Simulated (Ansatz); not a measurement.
Crystal: FeSi2 (Linzhiite).

```
Fe Si
1.0
     2.68400    0.00000    0.00000
     0.00000    2.68400    0.00000
     0.00000    0.00000    5.12800
Fe Si
1 2
Direct
  0.00000 0.00000 0.00000
  0.50000 0.50000 0.73000
  0.50000 0.50000 0.27000
```

* Program: Ansatz 0.2.0
* Task: relaxation of cell and atoms
* Functional: BLYP
* Potentials or basis: Ansatz PAW
* Cutoff: 420 eV (not typed: the program's choice for these potentials)
* k mesh: 10 × 10 × 5
* Occupations: fermi-dirac, width 0.05 eV
* Spin: collinear spin, ferromagnetic start
* Starting moments: [3.0, 0.0, 0.0] μB

At the start: volume 12.31 Å³/atom.

Q: Where does the relaxation end?

A: It ends after 7 steps and the volume is 13.11 Å³/atom (+6.4 %); space group P4/mmm (No. 123, to 0.05 Å); moment 0.14 μB per cell.

Step by step:
| step | energy change (eV) | largest force (eV/Å) | volume (Å³) |
| --- | --- | --- | --- |
| 1 | 0.0000 | 0.6103 | 36.94 |
| 2 | -0.0702 | 0.3682 | 38.23 |
| 3 | -0.0883 | 0.0104 | 39.19 |
| 4 | -0.0885 | 0.0009 | 39.29 |
| 5 | -0.0902 | 0.0007 | 39.29 |
| 6 | -0.0902 | 0.0010 | 39.32 |
| 7 | -0.0902 | 0.0010 | 39.32 |

Final structure:
```
Fe Si
1.0
     2.75872    0.00000    0.00000
     0.00000    2.75872    0.00000
     0.00000    0.00000    5.16652
Fe Si
1 2
Direct
  0.00000 0.00000 0.00000
  0.50000 0.50000 0.72842
  0.50000 0.50000 0.27158
```

Caveat: the plane-wave basis is chosen anew once the cell has moved, so the energies of steps on either side of that aren't comparable; the PAW data sets come from PBE, with cores solved anew for the run's functional, which leaves a small shift of forces and pressure; the starting moments weren't kept.
